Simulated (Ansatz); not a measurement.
Relaxed sheet of Te2Mo:

```xyz
3
Lattice="3.5039 0.0000 0.0000 -1.7519 3.0345 0.0000 0.0000 0.0000 33.2702" Properties=species:S:1:pos:R:3 pbc="T T F"
Te    0.0000    2.0230   14.8181
Mo    1.7519    1.0115   16.6351
Te    0.0000    2.0230   18.4521
```

Computed with DFT PBE+D3(BJ), scalar-relativistic, plane waves, PAW in Ansatz 0.2.0. Plane waves to 420 eV, a k mesh through Γ of 12×12×1 on the computed 3-atom cell and Gaussian smearing (0.02 eV); no spin polarisation. No periodic images along c.

Atoms relax at each strain; stress is positive in compression. Unstrained: gap 1.19 eV, thickness 3.634 Å.

**Question.** Which strain in the plane gives ΔE (meV/cell) = 66.1, σxx (N/m) = -0.81, σyy (N/m) = -3.77?

**Answer.** Strain along y (x held) of +5 %. Stress that grows in proportion gives ΔE = ½σεA, with A = 10.63 Å² unstrained, so ε is about +5.3 %; negative stress means stretching. The gap is then 0.98 eV.

Spin-orbit coupling is left out, which matters for the bands of heavy elements. An atom lies near a switch of its D3 coefficient C6 between reference coordination numbers, so the dispersion energy changes steeply there and can make or shift the minimum.